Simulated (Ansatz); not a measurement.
ZnTe (F-43m), Ansatz (a program for electronic structure) with r2SCAN with spin-orbit coupling, rigid bands: N_v = 1.66e19 cm⁻³ at 300 K and a hole conductivity mass of 0.479 mₑ.

### Question
For 1e16 holes per cm³ at 300 K, place the Fermi level, estimate the Seebeck coefficient of a parabolic band with constant τ, and give mobility and conductivity for τ = 20 fs.

### Answer
The level lies k_BT ln(N_v/p) = 0.192 eV above the valence-band maximum. S ≈ +(k_B/e)[ln(N_v/p) + 5/2] = 854 μV/K, against 851 μV/K from the full bands (mean over directions). μ = eτ/m = 73.4 cm²/(V·s) and σ = peμ = 0.118 S/cm. τ is assumed, not computed.

Band transport and this doping are assumed; polarons and phonon drag are left out.
